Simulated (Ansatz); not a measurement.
# ZrO2: a point defect seen from the nuclei (O vacancy)

How do the nuclei near a point defect see it? The defect is O vacancy in ZrO2 (cell charge +2), first unrelaxed. The cell is a supercell built from a COD entry (perhaps calculated rather than measured). Planned: a single point, then a relaxation.

Computed with Ansatz 0.2.0 (DFT, PBE, plane-wave PAW, default files, scalar-relativistic, unless a step's input says otherwise).

### 1 The system as given

The structure is triclinic, space group P1 (No. 1). Conventional cell: a = 6.791 Å, b = 7.319 Å, c = 7.319 Å, α = 90.59°, β = 116.46°, γ = 116.46°. Around Zr (site symmetry 1) lie 6 O at 2.06 to 2.27 Å. Zr (site symmetry 1) has 7 O at 2.05 to 2.27 Å as nearest neighbours. Zr (site symmetry 1) has 6 O at 2.05 to 2.27 Å as nearest neighbours. Only part of the 23 independent sites is listed.

Coordinates:

```cif
data_structure
_symmetry_space_group_name_H-M 'P1'
_symmetry_Int_Tables_number 1
_cell_length_a 6.7908
_cell_length_b 7.3194
_cell_length_c 7.3194
_cell_angle_alpha 90.593
_cell_angle_beta 116.457
_cell_angle_gamma 116.457
_cell_volume 281.52
loop_
_atom_site_label
_atom_site_type_symbol
_atom_site_symmetry_multiplicity
_atom_site_Wyckoff_symbol
_atom_site_fract_x
_atom_site_fract_y
_atom_site_fract_z
_atom_site_occupancy
Zr1 Zr 1 a 0.20900 0.98625 0.94655 1
Zr2 Zr 1 a 0.20900 0.48625 0.44655 1
Zr3 Zr 1 a 0.29100 0.05345 0.51375 1
Zr4 Zr 1 a 0.29100 0.55345 0.01375 1
Zr5 Zr 1 a 0.79100 0.51375 0.55345 1
Zr6 Zr 1 a 0.79100 0.01375 0.05345 1
Zr7 Zr 1 a 0.70900 0.44655 0.98625 1
Zr8 Zr 1 a 0.70900 0.94655 0.48625 1
O1 O 1 a 0.47920 0.39305 0.63715 1
O2 O 1 a 0.47920 0.89305 0.13715 1
O3 O 1 a 0.02080 0.86285 0.60695 1
O4 O 1 a 0.02080 0.36285 0.10695 1
O5 O 1 a 0.52080 0.10695 0.86285 1
O6 O 1 a 0.52080 0.60695 0.36285 1
O7 O 1 a 0.97920 0.63715 0.89305 1
O8 O 1 a 0.97920 0.13715 0.39305 1
O9 O 1 a 0.34630 0.80420 0.47270 1
O10 O 1 a 0.15370 0.02730 0.19580 1
O11 O 1 a 0.15370 0.52730 0.69580 1
O12 O 1 a 0.65370 0.19580 0.52730 1
O13 O 1 a 0.65370 0.69580 0.02730 1
O14 O 1 a 0.84630 0.47270 0.30420 1
O15 O 1 a 0.84630 0.97270 0.80420 1
```

The vacant site is at (0.304, 0.042, 0.027) in fractional coordinates of the input's cell.

### 2 Gradients at the starting positions

input.yaml

```yaml
crystal:
  lattice:
    - [-0.8477618041, 5.2023, 5.2551587544]
    - [4.3009381959, 0.0, 5.2551587544]
    - [5.1487, 5.2023, 0.0]
  atoms:
    - { symbol: Zr, position: [0.98625, 0.22275, 0.05345] }
    - { symbol: Zr, position: [0.48625, 0.72275, 0.55345] }
    - { symbol: Zr, position: [0.05345, 0.23755, 0.48625] }
    - { symbol: Zr, position: [0.55345, 0.73755, 0.98625] }
    - { symbol: Zr, position: [0.51375, 0.27725, 0.44655] }
    - { symbol: Zr, position: [0.01375, 0.77725, 0.94655] }
    - { symbol: Zr, position: [0.44655, 0.26245, 0.01375] }
    - { symbol: Zr, position: [0.94655, 0.76245, 0.51375] }
    - { symbol: O, position: [0.39305, 0.08615, 0.36285] }
    - { symbol: O, position: [0.89305, 0.58615, 0.86285] }
    - { symbol: O, position: [0.86285, 0.15795, 0.39305] }
    - { symbol: O, position: [0.36285, 0.65795, 0.89305] }
    - { symbol: O, position: [0.10695, 0.41385, 0.13715] }
    - { symbol: O, position: [0.60695, 0.91385, 0.63715] }
    - { symbol: O, position: [0.63715, 0.34205, 0.10695] }
    - { symbol: O, position: [0.13715, 0.84205, 0.60695] }
    - { symbol: O, position: [0.8042, 0.5421, 0.5273] }
    - { symbol: O, position: [0.0273, 0.1264, 0.8042] }
    - { symbol: O, position: [0.5273, 0.6264, 0.3042] }
    - { symbol: O, position: [0.1958, 0.4579, 0.4727] }
    - { symbol: O, position: [0.6958, 0.9579, 0.9727] }
    - { symbol: O, position: [0.4727, 0.3736, 0.6958] }
    - { symbol: O, position: [0.9727, 0.8736, 0.1958] }
total_charge: 2
kpoints:
  mp_grid: { grid: [3, 3, 3] }
scf:
  occupations: { method: fermi_dirac, width: 0.01 }
hamiltonian:
  xc: pbe
  pseudopotentials: { kind: paw }
output:
  forces: true
  stress: true
  populations: true
  efg:
    quadrupole_moments_barn: { Zr: -0.176, O: -0.02558 }
    contact_densities: true
```

Run with:

```console
$ ansatz run input.yaml --threads 1 --pin off --max-ram 3072MiB --backend cpu --events-out ev --progress --plain --runs-dir out
```

Output:

```text
Warning: RAYON_NUM_THREADS=1 ignored (pool sized by the plan → 1); use --threads N
Zr: output.efg is read without spin–orbit coupling, which moves field gradients at and beside such atoms by some per cent and up to a factor of two; PAW files take it under magnetization.noncollinear and magnetization.spin_orbit
Engine: ansatz 0.2.0, x86_64-unknown-linux-gnu
Pseudopotentials: kind: paw
Pseudopotential: Zr, paw, valence charge 12, recommended cutoff 420 eV (normal), Zr.paw.azcp
Pseudopotential: O, paw, valence charge 6, recommended cutoff 420 eV (normal), O.paw.azcp
Functional definition: PBE
  parameter kappa = 0.804
  parameter beta = 0.06672455060314922
  exchange = pbe_x(kappa = kappa, mu = beta*pi^2/3)
  correlation = pbe_c(beta = beta)
Crystal: 23 atoms, lattice volume = 281.520 Å³
Basis set: ecut = 420 eV, 5507 PW (Γ), exchange–correlation on 100×96×100 points (8 copies of the dense FFT grid, shifted against one another)
Bands: 115, of which v1, the nominal top of the filled ones, is band 92 counted from 1 (91 counted from 0)
Symmetry: 1 space group operations
Space group: P1 (ITA 1), of the structure as read, at distance tolerance 6.6e-5 Å
k-points: 14 of 27 (time reversal used)
Non-local potential: Zr, projectors of the file, l = 0: 3, l = 1: 2, l = 2: 2, l = 3: 2
Non-local potential: O, projectors of the file, l = 0: 2, l = 1: 2, l = 2: 1
PAW form: soft (Blöchl's): semilocal exchange-correlation on the pseudo side does not see the compensation charge
PAW one-centre angular grid: Zr, 590 points (default); XC on 64 Gauss nodes
PAW one-centre angular grid: O, 110 points (default); XC on 64 Gauss nodes
Initial density: superposition of atomic densities (neutral atoms scaled as one to the charged cell's electrons: chi_scale 0, normalization atom), corrected by the library's trained network
Initial wavefunctions: pseudopotential atomic-orbital guess
Functional: x = pbe(κ = 0.804, μ = 0.2195149727645171), c = pbe(β = 0.06672455060314922)
SCF iter   1: F=—  HF=-42047.930755 eV  |F-HF|=—  |Δ(HF+E_count)|=         —  Δρ=3.29e-2  dr2=7.16e0  ethr=1.77e-3  ⟨swp⟩=5.0  Hψ=5856  notcnv=0  defer=181
preconditioner: auto → Resta (q_TF=auto, 2.542 Å⁻¹)  ε∞=3.9  [insulator: Δε(μ)=3.161 eV  Ē_g=16.786 eV  σ=0.010 eV  W_gap=1.00  n_scr=70 (ndim 8)  ℏωp=28.7 eV  f_vac=0.021  D(μ)=0.00/eV (n_scr^D=0)  ε∞_Penn≈3.9]
SCF iter   2: F=—  HF=-42046.226476 eV  |F-HF|=—  |Δ(HF+E_count)|=    1.70e0  Δρ=1.60e-2  dr2=1.76e0  ethr=1.77e-3  ⟨swp⟩=3.0  Hψ=2604  notcnv=0  defer=237
SCF iter   3: F=—  HF=-42045.762957 eV  |F-HF|=—  |Δ(HF+E_count)|=   4.64e-1  Δρ=1.05e-2  dr2=5.55e-1  ethr=9.56e-4  ⟨swp⟩=3.0  Hψ=2277  notcnv=0  defer=237
SCF iter   4: F=—  HF=-42045.642629 eV  |F-HF|=—  |Δ(HF+E_count)|=   1.20e-1  Δρ=3.11e-3  dr2=3.35e-2  ethr=3.01e-4  ⟨swp⟩=3.0  Hψ=2710  notcnv=0  defer=237
SCF iter   5: F=—  HF=-42045.647188 eV  |F-HF|=—  |Δ(HF+E_count)|=   4.56e-3  Δρ=1.93e-3  dr2=1.22e-2  ethr=1.82e-5  ⟨swp⟩=2.9  Hψ=2530  notcnv=0  defer=243
SCF iter   6: F=—  HF=-42045.646696 eV  |F-HF|=—  |Δ(HF+E_count)|=   4.92e-4  Δρ=6.48e-4  dr2=1.43e-3  ethr=6.61e-6  ⟨swp⟩=2.0  Hψ=2319  notcnv=0  defer=244
SCF iter   7: F=—  HF=-42045.647508 eV  |F-HF|=—  |Δ(HF+E_count)|=   8.11e-4  Δρ=1.93e-4  dr2=1.86e-4  ethr=7.79e-7  ⟨swp⟩=2.0  Hψ=2655  notcnv=0  defer=244
SCF iter   8: F=—  HF=-42045.647520 eV  |F-HF|=—  |Δ(HF+E_count)|=   1.25e-5  Δρ=1.04e-4  dr2=2.79e-5  ethr=1.01e-7  ⟨swp⟩=2.0  Hψ=2171  notcnv=0  defer=244
SCF iter   9: F=—  HF=-42045.647651 eV  |F-HF|=—  |Δ(HF+E_count)|=   1.31e-4  Δρ=4.25e-5  dr2=6.93e-6  ethr=1.52e-8  ⟨swp⟩=2.0  Hψ=2259  notcnv=0  defer=244
SCF iter  10: F=—  HF=-42045.647652 eV  |F-HF|=—  |Δ(HF+E_count)|=   8.57e-7  Δρ=1.12e-5  dr2=4.79e-7  ethr=3.76e-9  ⟨swp⟩=2.0  Hψ=2007  notcnv=0  defer=244
SCF iter  11: F=—  HF=-42045.647653 eV  |F-HF|=—  |Δ(HF+E_count)|=   4.93e-7  Δρ=8.07e-6  dr2=1.71e-7  ethr=5.43e-11  ⟨swp⟩=14.4  Hψ=7848  notcnv=0
SCF iter  12: F=-42045.647653 eV  HF=-42045.647653 eV  |F-HF|=1.38e-9  |Δ(HF+E_count)|=   8.79e-9  Δρ=2.25e-6  dr2=1.47e-8  ethr=5.43e-11  ⟨swp⟩=4.0  Hψ=4674  notcnv=0
SCF 1 converged in 12 iterations: F = -42045.647653 eV  dr2 = 1.47e-8
SCF converged after 12 iterations
Free energy (F): -42045.647653 eV
Harris-Foulkes:  -42045.647653 eV  (|F-HF|=1.38e-9)
Internal energy: -42045.647653 eV  (E = F + TS)
E sigma→0 (E₀):  -42045.647653 eV
Fermi energy:    10.921838 eV
--- Per-component energies (eV) ---
  E_band       = -799.463640
  E_kinetic    = 5278.261233
  E_local      = -10307.183828  (includes V_loc(G=0)·N_el)
  E_nonlocal   = 1319.003814
  E_hartree    = 3502.710205
  E_xc         = -2397.196873
  E_vxc        = -2935.632198  (∫ρ·V_xc dr)
  E_paw        = -25988.679271  (= ΣΔE_a)
  E_vpaw       = -1159.373137  (= ΣTr[D̂ρ^β])
  E_aug_tail   = 0.037116  (compensation charges beyond the density's cutoff)
  E_ewald      = -13452.600049
  E_smearing   = -0.000000  (= −TS)
  E_closure    = 0.000000  (closes the sum)
  E_deformation_potential = 39.869079  (in the stress; not in F)
  Σ components = -42045.647653   (vs F -42045.647653, Δ=0.00e0)
--- Forces (eV/Å), atoms counted from 1 ---
  atom   1  Zr     1.66891881    -2.58194996    -1.70637750
  atom   2  Zr     0.09445204     0.21051887     0.43801511
  atom   3  Zr     0.51535295     0.03298754    -0.08168149
  atom   4  Zr    -3.08415902     1.84050961    -0.40312213
  atom   5  Zr     0.06277455    -0.19548369    -0.44445000
  atom   6  Zr    -0.54588760    -0.35162481     0.23108142
  atom   7  Zr     1.39667034     1.40748536     3.33711276
  atom   8  Zr    -0.01879493     0.29877806    -0.24901074
  atom   9  O     -0.67250726    -0.52421205     0.04305625
  atom  10  O      0.61497284     0.08814612    -0.90705669
  atom  11  O     -0.54533936    -0.26829589     0.41010083
  atom  12  O      0.54116731     0.70552883     0.13133852
  atom  13  O     -2.26465363     0.35238580    -0.71855402
  atom  14  O      0.86791842     0.09146628    -0.37169292
  atom  15  O     -0.59373391    -0.28277342     0.63271589
  atom  16  O      0.15950345     0.03792729    -0.09100752
  atom  17  O     -0.02685984    -0.10706060    -0.12165560
  atom  18  O      0.87819180     1.30802368     0.32663715
  atom  19  O     -0.25131071    -1.36451541     0.60608188
  atom  20  O     -0.07519041     0.10293429     0.13410100
  atom  21  O      1.13276084    -1.53278268    -1.14784207
  atom  22  O      0.39082175     0.64270044    -1.42778818
  atom  23  O     -0.24504926     0.08929337     1.37996263
  max |Σ_I F_I| component: 3.54e-5 eV/Å
--- Stress (GPa, compression-positive) ---
        8.004989      -0.233773       0.815363
       -0.233773       7.222041      -0.704756
        0.815363      -0.704756       6.769151
  P = ⅓ Tr σ = 7.3321 GPa (73.321 kbar)
--- PAW observables at the nuclei: V_zz in 10²¹ V/m², potentials from the cell's mean, atoms counted from 1 ---
  atom   1  Zr V_zz =   +24.471714   η = 0.3169   by run symmetry: allowed   C_q = -104.1433 MHz
            electrostatic potential = -5924.222808 V   contact ρ = 490524.575850 e/Å³
  atom   2  Zr V_zz =    +4.732987   η = 0.4451   by run symmetry: allowed   C_q = -20.1420 MHz
            electrostatic potential = -5925.475759 V   contact ρ = 490527.535665 e/Å³
  atom   3  Zr V_zz =    +5.588677   η = 0.0962   by run symmetry: allowed   C_q = -23.7835 MHz
            electrostatic potential = -5925.554030 V   contact ρ = 490527.599893 e/Å³
  atom   4  Zr V_zz =   +24.972738   η = 0.3882   by run symmetry: allowed   C_q = -106.2755 MHz
            electrostatic potential = -5924.230561 V   contact ρ = 490525.431319 e/Å³
  atom   5  Zr V_zz =    +5.134850   η = 0.5702   by run symmetry: allowed   C_q = -21.8522 MHz
            electrostatic potential = -5925.429626 V   contact ρ = 490527.514609 e/Å³
  atom   6  Zr V_zz =    +5.013073   η = 0.3858   by run symmetry: allowed   C_q = -21.3339 MHz
            electrostatic potential = -5925.190313 V   contact ρ = 490527.350579 e/Å³
  atom   7  Zr V_zz =   +20.868467   η = 0.1525   by run symmetry: allowed   C_q = -88.8091 MHz
            electrostatic potential = -5924.544031 V   contact ρ = 490526.551113 e/Å³
  atom   8  Zr V_zz =    +5.579904   η = 0.1066   by run symmetry: allowed   C_q = -23.7462 MHz
            electrostatic potential = -5925.567872 V   contact ρ = 490527.669164 e/Å³
  atom   9  O  V_zz =    +1.544614   η = 0.5357   by run symmetry: allowed   C_q = -0.9554 MHz
            electrostatic potential = -627.210034 V   contact ρ = 2156.700879 e/Å³
  atom  10  O  V_zz =    +2.257629   η = 0.3538   by run symmetry: allowed   C_q = -1.3964 MHz
            electrostatic potential = -626.921654 V   contact ρ = 2156.978898 e/Å³
  atom  11  O  V_zz =    +1.531862   η = 0.9296   by run symmetry: allowed   C_q = -0.9475 MHz
            electrostatic potential = -627.306308 V   contact ρ = 2156.795141 e/Å³
  atom  12  O  V_zz =    +1.351162   η = 0.6119   by run symmetry: allowed   C_q = -0.8357 MHz
            electrostatic potential = -626.984318 V   contact ρ = 2156.726943 e/Å³
  atom  13  O  V_zz =    +3.782705   η = 0.4023   by run symmetry: allowed   C_q = -2.3397 MHz
            electrostatic potential = -626.607261 V   contact ρ = 2157.071260 e/Å³
  atom  14  O  V_zz =    +1.723968   η = 0.8888   by run symmetry: allowed   C_q = -1.0663 MHz
            electrostatic potential = -627.254921 V   contact ρ = 2156.671469 e/Å³
  atom  15  O  V_zz =    +3.120860   η = 0.5009   by run symmetry: allowed   C_q = -1.9303 MHz
            electrostatic potential = -626.584738 V   contact ρ = 2157.041388 e/Å³
  atom  16  O  V_zz =    +1.021167   η = 0.7949   by run symmetry: allowed   C_q = -0.6316 MHz
            electrostatic potential = -627.480603 V   contact ρ = 2156.660991 e/Å³
  atom  17  O  V_zz =    +0.761496   η = 0.4721   by run symmetry: allowed   C_q = -0.4710 MHz
            electrostatic potential = -628.033340 V   contact ρ = 2156.993377 e/Å³
  atom  18  O  V_zz =    +1.455030   η = 0.9057   by run symmetry: allowed   C_q = -0.9000 MHz
            electrostatic potential = -627.466216 V   contact ρ = 2157.194381 e/Å³
  atom  19  O  V_zz =    +1.657059   η = 0.9102   by run symmetry: allowed   C_q = -1.0249 MHz
            electrostatic potential = -627.484890 V   contact ρ = 2157.163901 e/Å³
  atom  20  O  V_zz =    +0.733737   η = 0.6687   by run symmetry: allowed   C_q = -0.4538 MHz
            electrostatic potential = -628.004276 V   contact ρ = 2156.976245 e/Å³
  atom  21  O  V_zz =    +3.810352   η = 0.5072   by run symmetry: allowed   C_q = -2.3568 MHz
            electrostatic potential = -627.184001 V   contact ρ = 2157.249045 e/Å³
  atom  22  O  V_zz =    +2.768875   η = 0.6937   by run symmetry: allowed   C_q = -1.7126 MHz
            electrostatic potential = -627.438086 V   contact ρ = 2157.152865 e/Å³
  atom  23  O  V_zz =    +2.141101   η = 0.5754   by run symmetry: allowed   C_q = -1.3243 MHz
            electrostatic potential = -627.382635 V   contact ρ = 2157.307020 e/Å³
--- Band table (eV; the first three rows and the last of 14) ---
  k-point 0: bands = ["-37.9006", "-37.8862", "-37.6796", "-37.1046", "-36.8887", "-36.8313", "-36.7721", "-36.7423", "-16.3331", "-16.2014", "-16.1632", "-16.0802", "-16.0239", "-15.9689", "-15.8951", "-15.8248", "-15.7079", "-15.4884", "-15.3219", "-15.3059", "-15.2720", "-15.2389", "-15.2040", "-15.0813", "-15.0044", "-14.9526", "-14.9257", "-14.8666", "-14.8389", "-14.8157", "-14.7613", "-14.6616", "-7.2263", "-6.6631", "-6.4892", "-6.4263", "-6.3473", "-6.1382", "-5.9934", "-5.8891", "-5.5551", "-5.3985", "-5.3328", "-5.3051", "-5.1941", "-4.8745", "-4.7639", "5.3951", "5.4911", "5.8386", "5.9293", "5.9805", "6.0710", "6.3134", "6.3776", "6.4047", "6.5005", "6.5744", "6.8165", "6.8897", "6.9492", "7.2394", "7.4649", "7.5270", "7.6591", "7.7177", "7.7619", "7.8614", "7.8951", "8.0575", "8.1321", "8.1882", "8.2121", "8.2786", "8.4443", "8.5305", "8.6064", "8.7695", "8.8716", "8.9028", "8.9747", "9.0902", "9.1772", "9.2598", "9.3559", "9.4018", "9.4548", "9.6620", "9.8229", "9.9210", "10.1663", "10.2432", "11.5890", "13.8787", "13.9450", "14.1350", "14.4044", "14.5372", "14.5926", "15.0412", "15.0972", "15.1977", "15.3359", "15.4246", "15.4742", "15.6113", "15.6541", "15.8197", "15.8560", "16.1466", "16.1578", "16.2891", "16.4220", "16.5998", "16.6414"]
[... 3 lines left out ...]
--- Löwdin populations: 23 sites ---
  site symbol       q [e]
     0     Zr     10.4876
     1     Zr     10.4758
     2     Zr     10.4857
     3     Zr     10.4864
     4     Zr     10.4869
     5     Zr     10.4662
     6     Zr     10.5165
     7     Zr     10.4833
     8      O      6.6650
     9      O      6.6112
    10      O      6.6548
    11      O      6.6494
    12      O      6.6503
    13      O      6.6660
    14      O      6.5727
    15      O      6.6648
    16      O      6.6111
    17      O      6.6004
    18      O      6.6050
    19      O      6.6131
    20      O      6.6038
    21      O      6.6059
    22      O      6.6033
  spilling = 0.003994 (of n_electrons = 184.000000)
```

Run time: 44 s. Hardware: 1 thread of AMD EPYC 9R45 (Zen 5), shared host; peak memory 0.8 GiB.

State: gap on the mesh 1.34 eV, largest force 3.882 eV/Å, pressure 7.3 GPa.

Site by site (atoms counted from 1): 11 of 23, those nearest the defect, the farthest of each element and the two largest gradients.

| site | atoms | distance from the defect (Å) | V_zz (10²¹ V/m²) | η | C_Q (MHz) |
| --- | --- | --- | --- | --- | --- |
| Zr1 | 1 | 2.05 | 24.5 | 0.32 | -104 (⁹¹Zr) |
| Zr4 | 4 | 2.06 | 25.0 | 0.39 | -106 (⁹¹Zr) |
| Zr7 | 7 | 2.16 | 20.9 | 0.15 | -88.8 (⁹¹Zr) |
| O13 | 13 | 2.55 | 3.78 | 0.40 | -2.34 (¹⁷O) |
| O21 | 21 | 2.58 | 3.81 | 0.51 | -2.36 (¹⁷O) |
| O22 | 22 | 2.79 | 2.77 | 0.69 | -1.71 (¹⁷O) |
| O23 | 23 | 2.79 | 2.14 | 0.58 | -1.32 (¹⁷O) |
| O18 | 18 | 2.85 | 1.46 | 0.91 | -0.900 (¹⁷O) |
| O19 | 19 | 2.85 | 1.66 | 0.91 | -1.02 (¹⁷O) |
| Zr2 | 2 | 3.94 | 4.73 | 0.45 | -20.1 (⁹¹Zr) |
| O17 | 17 | 5.15 | 0.76 | 0.47 | -0.471 (¹⁷O) |

C_Q = eQV_zz/h, which is 24.18 MHz for Q = 1 b and V_zz = 10²¹ V/m²; η = (V_xx − V_yy)/V_zz. Q values from Pyykkö, Mol. Phys. 116, 1328 (2018).

Direction of the V_zz axis (Cartesian unit vector):

| site | atom | x | y | z |
| --- | --- | --- | --- | --- |
| Zr1 | 1 | -0.63 | 0.65 | 0.43 |
| Zr2 | 2 | -0.39 | -0.12 | 0.91 |
| Zr3 | 3 | -0.52 | -0.12 | 0.85 |
| Zr4 | 4 | 0.83 | -0.56 | 0.01 |
| Zr5 | 5 | -0.45 | -0.06 | 0.89 |
| Zr6 | 6 | -0.43 | 0.08 | 0.90 |
| Zr7 | 7 | 0.29 | 0.29 | 0.91 |
| Zr8 | 8 | -0.52 | -0.07 | 0.85 |
| O9 | 9 | 0.71 | 0.69 | 0.14 |
| O10 | 10 | 0.74 | -0.27 | -0.61 |

(Part 1 of 2 ends here.)
